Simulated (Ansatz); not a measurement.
# SiO2 (P4_12_12): calculation of the dielectric tensor and Born charges

How polarisable is SiO2 (P4_12_12), and how large are its Born charges? A script is to give a calculation of the dielectric tensor and Born charges; the system is SiO2 (P4_12_12).

Program: Ansatz 0.2.0, driven from Python. Level of theory: DFT PBEsol, plane waves, PAW. These are calculated values, not measurements.

## (1) The structure

It takes space group P4_12_12 (No. 92, tetragonal). The conventional cell has a = 4.982 Å, b = 4.982 Å, c = 6.963 Å, α = 90.00°, β = 90.00°, γ = 90.00°. Around Si (site symmetry 2) lie 4 O at 1.60 to 1.61 Å. O (site symmetry 1) has 2 Si at 1.60 to 1.61 Å in its first shell of neighbours.

No structure file is read: the coordinates are typed or built in the script.

## (2) The code

eps_sio2.py reads:

```python
import argparse
import logging
import sys

import ansatz
import numpy as np

logging.basicConfig(stream=sys.stdout, format="%(levelname)s %(message)s")
log = logging.getLogger("run")
log.setLevel(logging.INFO)

parser = argparse.ArgumentParser(description="High-frequency dielectric tensor and Born charges of SiO2.")
parser.add_argument("--cutoff-ev", type=float, required=True, help="plane-wave cutoff (eV)")
parser.add_argument("--scf-tol", type=float, default=1e-10, help="SCF tolerance (eV)")
parser.add_argument("--occupations", required=True, help="how the bands are filled")
args = parser.parse_args()

system = (
    ansatz.Lattice.from_parameters(4.982, 4.982, 6.963, alpha=90, beta=90, gamma=90)
    .space_group(92, hermann_mauguin="P41212")
    .atom("Si", (0.29897, 0.29897, 0.0))
    .atom("O", (0.23989, 0.10347, 0.17813))
)

base = (
    system.calculation()
    .functional(ansatz.Functional.PBESOL)
    .pseudopotentials("paw")
    .basis(args.cutoff_ev)
    .kpoints(4)
    .scf(tolerance=args.scf_tol)
    .occupations(args.occupations)
    .dielectric()
)
done = base.run()
response = done.dielectric
eps = np.asarray(response.eps_inf)

values = np.linalg.eigvalsh(eps)
print("principal values of eps_inf:", np.round(values, 3))
print("refractive indices:", np.round(np.sqrt(values), 3))
for site, z in zip(done.lattice.sites, response.zstar_e):
    log.info(f"{site.symbol:2s} Z* trace/3 = {np.trace(z) / 3:+.3f} e")
log.info(f"charge neutrality missed by {response.zstar_sum_residual_pre_e:.4f} e before the sum rule")
```

## (3) Launch

Run with:

```bash
$ python eps_sio2.py --cutoff-ev 510.0 --occupations fixed
```

Q: Predict the main results. Wanted: free energy; gap on the mesh; electronic dielectric constant; largest mean Born charge.

**Answer**, as computed:

```
                      quantity                              value
                   free energy  -6986.4560 eV (-582.2047 eV/atom)
               gap on the mesh                            5.71 eV
electronic dielectric constant                       2.27 to 2.28
      largest mean Born charge                      +3.33 e on Si
```

What this shows: The mean electronic dielectric constant of 2.27 means a refractive index near 1.51 below the gap, with birefringence. The ions' share of the static constant isn't in it. On the mesh the gap is 5.71 eV; the true edges may lie between its points. Gaps at this rung are as a rule too small against experiment. Averages over directions belong to no single polarisation, least of all in layered crystals. Pressure is positive in compression. This is the electronic (clamped-ion) response; a semilocal gap that is too small tends to raise it. The typed mesh is that of the SCF; the response is solved on denser meshes that the run picks.
